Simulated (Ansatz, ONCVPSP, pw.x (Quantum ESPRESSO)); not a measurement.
# What a changed setting does to a pw.x run (fcc Mo)

Potential: optimised norm-conserving Vanderbilt (ONCV), ONCVPSP 4.0.1.1 (patched build), PBEsol; core [Ar] 3d10, reference 4s2 4p6 4d5 5s1; waves: 4s+5s: rc 1.55 bohr, ncon 3, nbas 7, qcut 8 1/bohr, 2 projectors; 4p: rc 1.45 bohr, ncon 3, nbas 7, qcut 11.1 1/bohr, 2 projectors, debl 0.5 Ha; 4d: rc 1.45 bohr, ncon 3, nbas 8, qcut 13.2 1/bohr, local; local part: the d channel; core correction: none. In the p channel the program set the typed energies aside and used -1.413, 0.250 Ha.

The reference run (k-mesh 14³, cutoffs 105/420 Ry, Fermi–Dirac 0.01 Ry, mixing_beta 0.4, conv_thr 1e-9, no spin) gives 0.75 GPa at 15.547 Å³/atom, where all-electron LAPW gives 0.18 GPa. This run, with its own iteration cap, changes degauss to 0.02.

```
&control
  calculation='scf', prefix='x', pseudo_dir='./', outdir='./tmp', tstress=.true., disk_io='none'
/
&system
  ibrav=0, nat=1, ntyp=1, ecutwfc=105, ecutrho=420, nbnd=15,
  occupations='smearing', smearing='fd', degauss=0.02
/
&electrons
  conv_thr=1e-09, mixing_beta=0.4, electron_maxstep=60
/
ATOMIC_SPECIES
Mo 1.0 Mo.UPF
CELL_PARAMETERS angstrom
  0.00000000 1.98094401 1.98094401
  1.98094401 0.00000000 1.98094401
  1.98094401 1.98094401 0.00000000
ATOMIC_POSITIONS crystal
Mo 0.0000 0.0000 0.0000
K_POINTS automatic
14 14 14 0 0 0
```

```bash
pw.x < Mo.scf.in > Mo.scf.out
```

Q: How does the run end?

A: It converges in 8 iterations; the free energy moves by -113.2 meV/atom and the pressure by +1.56 GPa. In a metal, with Fermi–Dirac smearing, F lies below its zero-width value by a term in the square of the width.

```
Message from routine setup:
     using ibrav=0 with symmetry is DISCOURAGED, use correct ibrav instead
     lattice parameter (alat)  =       5.2940  a.u.
     unit-cell volume          =     104.9164 (a.u.)^3
     number of electrons       =        14.00
     number of Kohn-Sham states=           15
     kinetic-energy cutoff     =     105.0000  Ry
     charge density cutoff     =     420.0000  Ry
     scf convergence threshold =      1.0E-09
     Exchange-correlation= PBESOL
     number of k points=   104  Fermi-Dirac smearing, width (Ry)=  0.0200
     iteration #  1     ecut=   105.00 Ry     beta= 0.40
     total energy              =    -136.51932810 Ry
     estimated scf accuracy    <       0.11553609 Ry
     iteration #  2     ecut=   105.00 Ry     beta= 0.40
     total energy              =    -136.52666006 Ry
     estimated scf accuracy    <       0.00997943 Ry
     iteration #  3     ecut=   105.00 Ry     beta= 0.40
     total energy              =    -136.52790918 Ry
     estimated scf accuracy    <       0.00076241 Ry
     [... 2 iterations left out ...]
     iteration #  6     ecut=   105.00 Ry     beta= 0.40
     total energy              =    -136.52794692 Ry
     estimated scf accuracy    <       0.00000001 Ry
     iteration #  7     ecut=   105.00 Ry     beta= 0.40
     total energy              =    -136.52794692 Ry
     estimated scf accuracy    <          2.6E-09 Ry
     iteration #  8     ecut=   105.00 Ry     beta= 0.40
     the Fermi energy is    21.0114 ev
!    total energy              =    -136.52794692 Ry
     estimated scf accuracy    <          9.3E-12 Ry
     smearing contrib. (-TS)   =      -0.02202296 Ry
     The total energy is F=E-TS. E is the sum of the following terms:
     one-electron contribution =     -18.54747021 Ry
     hartree contribution      =      17.72876743 Ry
     xc contribution           =     -15.65957667 Ry
     ewald contribution        =    -120.02764451 Ry
     convergence has been achieved in   8 iterations
          total   stress  (Ry/bohr**3)                   (kbar)     P=       23.04
     Message from routine punch:
     Nothing written, as per user request (disk_io='none')
```

The run took about 18 s on one core of a shared host (Intel(R) Xeon(R) 6975P-C, 192 threads, 378 GiB, load 49).
